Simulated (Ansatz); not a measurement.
# Cs under changes of volume

One of the cells (122.477 Å³/atom); the others are scaled copies at fixed shape and fractional positions:

```
CELL_PARAMETERS angstrom
-3.12847 3.12847 3.12847
3.12847 -3.12847 3.12847
3.12847 3.12847 -3.12847
ATOMIC_POSITIONS crystal
Cs 0.00000 0.00000 0.00000
```

| Property | Result |
| --- | --- |
| Program | Ansatz 0.2.0 |
| Functional | PBE |
| Potentials or basis | all-electron LAPW, scalar-relativistic |
| Cutoff | 46 eV (chosen from the basis error) |
| Basis error allowed | 0.0005 eV/atom |
| k mesh | 6 × 6 × 6 |
| Occupations | fermi-dirac, width 0.05 eV |
| Spin | no spin polarisation |

```tsv
volume (Å³/atom)	energy over the lowest point (meV/atom)	pressure (GPa)
115.128	?	?
117.578	0.00	0.0
120.027	0.29	0.0
122.477	1.12	-0.1
124.926	2.48	-0.1
127.376	4.29	-0.1
129.825	6.53	-0.2
```

Problem. What does the run at 115.128 Å³/atom give?

Solution. Energy over the lowest point 0.33 meV/atom; pressure 0.0 GPa.

Worked out: A Birch-Murnaghan fit of order 3 (a polynomial in V^(-2/3)) to the other rows has its minimum at 117.62 Å³/atom with B0 = V·E''(V) = 1.9 GPa and B' = 3.3. It gives 0.33 meV/atom at 115.128 Å³/atom, against the run's 0.33, and -dE/dV = 0.0 GPa, against 0.0.

Energies are extrapolated to zero smearing.
